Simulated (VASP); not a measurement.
Output of a VASP run:

OUTCAR:
```
 ion  position               nearest neighbor table
   1  0.000  0.000  0.000-   2 2.65   2 2.65   2 2.65   2 2.65
   2  0.250  0.250  0.250-   1 2.65   1 2.65   1 2.65   1 2.65
  LATTYP: Found a face centered cubic cell.
 ALAT       =     6.1205737876
 Subroutine PRICEL returns:
 Original cell was already a primitive cell.
 Subroutine GETGRP returns: Found 24 space group operations
The static configuration has the point symmetry T_d .
The dynamic configuration has the point symmetry T_d .
 Subroutine INISYM returns: Found 24 space group operations
 Subroutine IBZKPT returns following result:
 Found     29 irreducible k-points:

 Following reciprocal coordinates:
            Coordinates               Weight
  0.000000  0.000000  0.000000      1.000000
  0.125000  0.000000  0.000000      8.000000
  0.250000  0.000000  0.000000      8.000000
  0.375000  0.000000  0.000000      8.000000
  0.500000  0.000000  0.000000      4.000000
  0.125000  0.125000  0.000000      6.000000
  0.250000  0.125000  0.000000     24.000000
  0.375000  0.125000  0.000000     24.000000
  0.500000  0.125000  0.000000     24.000000
 -0.375000  0.125000  0.000000     24.000000
 -0.250000  0.125000  0.000000     24.000000
 -0.125000  0.125000  0.000000     12.000000
  0.250000  0.250000  0.000000      6.000000
  0.375000  0.250000  0.000000     24.000000
  0.500000  0.250000  0.000000     24.000000
 -0.375000  0.250000  0.000000     24.000000
 -0.250000  0.250000  0.000000     12.000000
  0.375000  0.375000  0.000000      6.000000
  0.500000  0.375000  0.000000     24.000000
 -0.375000  0.375000  0.000000     12.000000
  0.500000  0.500000  0.000000      3.000000
  0.375000  0.250000  0.125000     24.000000
  0.500000  0.250000  0.125000     48.000000
 -0.375000  0.250000  0.125000     24.000000
  0.500000  0.375000  0.125000     24.000000
 -0.375000  0.375000  0.125000     48.000000
 -0.250000  0.375000  0.125000     24.000000
 -0.375000  0.500000  0.125000     12.000000
 -0.250000  0.500000  0.250000      6.000000
   k-points           NKPTS =     29   k-points in BZ     NKDIM =     29   number of bands    NBANDS=      8
   number of dos      NEDOS =    601   number of ions     NIONS =      2
   total plane-waves  NPLWV =  32768
   dimension x,y,z NGX =    32 NGY =   32 NGZ =   32
   dimension x,y,z NGXF=    64 NGYF=   64 NGZF=   64
   ions per type =               1   1
   PREC   = accura    normal or accurate (medium, high low for compatibility)
   ISTART =      0    job   : 0-new  1-cont  2-samecut
   ICHARG =      2    charge: 1-file 2-atom 10-const
   ISPIN  =      1    spin polarized calculation?
   LNONCOLLINEAR =      F non collinear calculations
   LSORBIT =      F    spin-orbit coupling
   INIWAV =      1    electr: 0-lowe 1-rand  2-diag
   ENCUT  =  520.0 eV  38.22 Ry    6.18 a.u.   8.05  8.05  8.05*2*pi/ulx,y,z
   NELM   =    100;   NELMIN=  2; NELMDL= -5     # of ELM steps
   EDIFF  = 0.1E-06   stopping-criterion for ELM
   LREAL  =      F    real-space projection
   NLSPLINE    = F    spline interpolate recip. space projectors
   LMAXMIX     =    4 max onsite mixed and CHGCAR
   VOSKOWN=      0    Vosko Wilk Nusair interpolation
   EDIFFG = 0.1E-05   stopping-criterion for IOM
   NSW    =      0    number of steps for IOM
   NBLOCK =      1;   KBLOCK =      1    inner block; outer block
   IBRION =     -1    ionic relax: 0-MD 1-quasi-New 2-CG
   NFREE  =      0    steps in history (QN), initial steepest desc. (CG)
   ISIF   =      2    stress and relaxation
   ISYM   =      2    0-nonsym 1-usesym 2-fastsym
   TEIN   =    0.0    initial temperature
   TEBEG  =    0.0;   TEEND  =   0.0 temperature during run
   SMASS  =  -3.00    Nose mass-parameter (am)
   PSTRESS=    0.0 pullay stress
   NELECT =       8.0000    total number of electrons
   EFERMI =   0.00;   METHOD = LEGACY
   ISMEAR =    -5;   SIGMA  =   0.20  broadening in eV -4-tet -1-fermi 0-gaus
   IALGO  =     38    algorithm
...
```

**OSZICAR**
```
       N       E                     dE             d eps       ncg     rms          rms(c)
DAV:   1     0.181344960845E+02    0.18134E+02   -0.28358E+03   464   0.723E+02
DAV:   2    -0.875203930817E+01   -0.26887E+02   -0.26805E+02   584   0.932E+01
DAV:   3    -0.943632292561E+01   -0.68428E+00   -0.68428E+00   600   0.181E+01
DAV:   4    -0.944056500209E+01   -0.42421E-02   -0.42421E-02   680   0.180E+00
DAV:   5    -0.944058459054E+01   -0.19588E-04   -0.19588E-04   632   0.925E-02    0.360E+00
DAV:   6    -0.932561057397E+01    0.11497E+00   -0.12870E-01   520   0.166E+00    0.216E+00
DAV:   7    -0.928185861780E+01    0.43752E-01   -0.12174E-01   552   0.171E+00    0.436E-01
DAV:   8    -0.928105170992E+01    0.80691E-03   -0.70998E-03   488   0.505E-01    0.106E-01
DAV:   9    -0.928108437360E+01   -0.32664E-04   -0.34684E-04   616   0.133E-01    0.274E-02
DAV:  10    -0.928108626547E+01   -0.18919E-05   -0.54032E-06   640   0.160E-02    0.163E-02
DAV:  11    -0.928108968039E+01   -0.34149E-05   -0.17924E-06   536   0.978E-03    0.265E-03
DAV:  12    -0.928108964590E+01    0.34492E-07   -0.20800E-07   512   0.221E-03
   1 F= -.92810896E+01 E0= -.92810896E+01  d E =0.000000E+00
```

**OUTCAR**
```
------------------------ aborting loop because EDIFF is reached ----------------------------------------
  FORCE on cell =-STRESS in cart. coord.  units (eV):
  Direction    XX          YY          ZZ          XY          YZ          ZX
  --------------------------------------------------------------------------------------
  Total        0.0008435      0.0008435      0.0008435      0.0000000     -0.0000000      0.0000000
  in kB        0.0235753      0.0235753      0.0235753      0.0000000     -0.0000000      0.0000000
  external PRESSURE =       0.0235753 kB  Pullay stress =       0.0000000 kB
  volume of cell :       57.32
      direct lattice vectors                 reciprocal lattice vectors
     0.000000000  3.060286894  3.060286894    -0.163383375  0.163383375  0.163383375
     3.060286894  0.000000000  3.060286894     0.163383375 -0.163383375  0.163383375
     3.060286894  3.060286894  0.000000000     0.163383375  0.163383375 -0.163383375
 POSITION                                       TOTAL-FORCE (eV/Angst)
 -----------------------------------------------------------------------------------
      0.00000      0.00000      0.00000         0.000000      0.000000      0.000000
      1.53014      1.53014      1.53014        -0.000000     -0.000000     -0.000000
 -----------------------------------------------------------------------------------
    total drift:                                0.000000      0.000000      0.000000
  FREE ENERGIE OF THE ION-ELECTRON SYSTEM (eV)
  ---------------------------------------------------
  free  energy   TOTEN  =        -9.2810896459 eV

  energy  without entropy=       -9.2810896459  energy(sigma->0) =       -9.28108965

 total charge

# of ion       s       p       d       tot
------------------------------------------
    1        0.425   0.365   0.000   0.789
    2        1.120   1.437   0.025   2.583
--------------------------------------------------
tot          1.545   1.802   0.025   3.372
```
(Selected blocks of OUTCAR.)

File POSCAR:
```
AlSb
1
   -0.0000000000     3.0602868938     3.0602868938
    3.0602868938     0.0000000000     3.0602868938
    3.0602868938     3.0602868938     0.0000000000
Al Sb
1 1
Direct
  0.0000000000   0.0000000000   0.0000000000
  0.2500000000   0.2500000000   0.2500000000
```

Question: Reconstruct the remaining input files.

Answer: This is not unique; one that fits is the input of the run itself, LDA (Ceperley-Alder, Perdew-Zunger), plane waves, VASP's LDA PAW potentials (set 64).

**KPOINTS**
```
Automatic
0
Gamma
 8 8 8
```

**INCAR**
```
SYSTEM = AlSb
PREC = Accurate
ENCUT = 520
EDIFF = 1E-7
NELM = 100
ALGO = Normal
LREAL = .FALSE.
LASPH = .TRUE.
ISMEAR = -5
LMAXMIX = 4
LWAVE = .FALSE.
LCHARG = .TRUE.
LORBIT = 11
NEDOS = 601
ISIF = 2
```

POTCAR, in this order: Al Sb (LDA.64 set). Program: vasp_std.

The compound is AlSb in the zinc blende structure. It was relaxed first.
